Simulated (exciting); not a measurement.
**Al: density of states with RPBE+TS**

Crystal: Al.

```xyz
1
Lattice="2.8635 0.0000 0.0000 1.4318 2.4799 0.0000 1.4318 0.8266 2.3380" Properties=species:S:1:pos:R:3 pbc="T T T"
Al    0.0000    0.0000    0.0000
```

```
Program                                  : exciting (release sodium)
Task                                     : density of states
Functional                               : RPBE
Dispersion                               : TS
Potentials or basis                      : all-electron LAPW+lo, shipped species files, valence relativity iora*
rgkmax                                   : 6.5
k mesh                                   : 11 × 11 × 11
Occupations                              : gaussian, width 0.01 eV
Spin                                     : no spin polarisation
outputlevel                              : low
DOS window about the Fermi level (Ha)    : [-0.3, 0.3] Ha
gmaxvr (cutoff of density and potential) : 14 1/bohr
lmaxapw (and lmaxmat)                    : 10
lmaxvr                                   : 8
nempty                                   : 8
Valence relativity                       : iora*
epsengy                                  : 1e-05 Ha
epspot                                   : 1e-05 Ha
maxscl                                   : 60
Muffin-tin radii                         : Al 2.0 bohr
```

```json
{"Band gap on the k mesh": "none (metal or under the smearing width)", "Dispersion energy per atom": "-0.557 eV"}
```

Levels at points of the mesh, in eV from the Fermi level:
```csv
k point,band 4,band 5,band 6,band 7
"(0.00, 0.00, 0.00)",-11.13,12.59,12.59,12.59
```

States per cell in windows of 1 eV (zero at the Fermi level; states under -8 eV left out):
| from (eV) | total | Al1 p | Al1 s | Al1 d |
| --- | --- | --- | --- | --- |
| -8.0 | 0.24 | 0.02 | 0.05 | 0.00 |
| -7.0 | 0.25 | 0.02 | 0.05 | 0.00 |
| -6.0 | 0.28 | 0.03 | 0.05 | 0.00 |
| -5.0 | 0.33 | 0.05 | 0.04 | 0.00 |
| -4.0 | 0.36 | 0.05 | 0.04 | 0.01 |
| -3.0 | 0.36 | 0.06 | 0.04 | 0.01 |
| -2.0 | 0.40 | 0.06 | 0.04 | 0.01 |
| -1.0 | 0.35 | 0.05 | 0.03 | 0.02 |
| 0.0 | 0.43 | 0.06 | 0.05 | 0.02 |
| 1.0 | 0.44 | 0.07 | 0.04 | 0.02 |
| 2.0 | 0.45 | 0.07 | 0.05 | 0.03 |
| 3.0 | 0.47 | 0.07 | 0.05 | 0.03 |
| 4.0 | 0.53 | 0.09 | 0.05 | 0.03 |
| 5.0 | 0.57 | 0.12 | 0.04 | 0.03 |
| 6.0 | 0.55 | 0.12 | 0.03 | 0.04 |
| 7.0 | 0.55 | 0.11 | 0.02 | 0.05 |

It took 37 s on 1 thread of Arm Neoverse V1 (shared host), peak memory 0.09 GiB.

Caveat: the dispersion energy is computed afterwards and isn't part of the total energy.
